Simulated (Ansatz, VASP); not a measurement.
# Two plane-wave programs on C

The input INCAR:

```
PREC = Accurate
ENCUT = 520
EDIFF = 1E-6
ISMEAR = 0
SIGMA = 0.1
LREAL = F
LASPH = T
NELM = 150
ALGO = Normal
ISIF = 2
LWAVE = F
LCHARG = F
ISPIN = 2
MAGMOM = 1
LORBIT = 11
GGA = PE
NBANDS = 12
```

File KPOINTS:

```
Automatic mesh
0
Gamma
  10 10 10
```

File POSCAR:

```
C
1.0
    1.8082410300      0.0000000000      0.0000000000
    0.0000000000      1.8082410300      0.0000000000
    0.0000000000      0.0000000000      1.6634338700
C
1
Direct
    0.5000000000      0.5000000000      0.0000000000
```

Input for Ansatz:

```yaml
crystal:
  lattice:
    - [1.80824103, 0.0, 0.0]
    - [0.0, 1.80824103, 0.0]
    - [0.0, 0.0, 1.66343387]
  atoms:
    - { symbol: C, position: [0.5, 0.5, 0.0], spin: 1.0 }
basis:
  ecutwfc: 420
kpoints:
  mp_grid: { grid: [10, 10, 10] }
hamiltonian:
  xc: pbe
scf:
  occupations: { method: gaussian, width: 0.1 }
  lower_state_search: "off"
output:
  forces: true
  stress: true
  eigenvalues: true
  populations: true
magnetization:
  spin_polarized: true
```

Alike in both runs: task single point; functional PBE; k mesh 10 × 10 × 10; occupations gaussian, width 0.1 eV; collinear spin.

|  | VASP | Ansatz |
| --- | --- | --- |
| version | VASP 6.6.1 | Ansatz 0.2.0 |
| potentials or method | VASP PAW PBE potentials, release 64 (C) | scalar-relativistic, plane waves, PAW |
| plane-wave cutoff (eV) | 520 | 420 |
| valence electrons in the cell | 4 | 4 |

```csv
,VASP,Ansatz,Ansatz less VASP
gap on the k mesh at the Fermi level (eV),none,none,-
pressure (GPa),8.0,7.7,-0.29
largest component of the traceless stress (GPa),29.05,28.95,-0.106
net moment per atom (μB),0.00,0.00,-0.001
```

A gap of «none» marks a metal or a gap that the smearing closes. With one functional, cell and mesh, what is left measures potentials, basis and numerics. Ansatz warned: «seeded_moment_not_kept».

Caveats: the k mesh is coarse (spacing up to 0.38 Å⁻¹), so the values aren't converged.
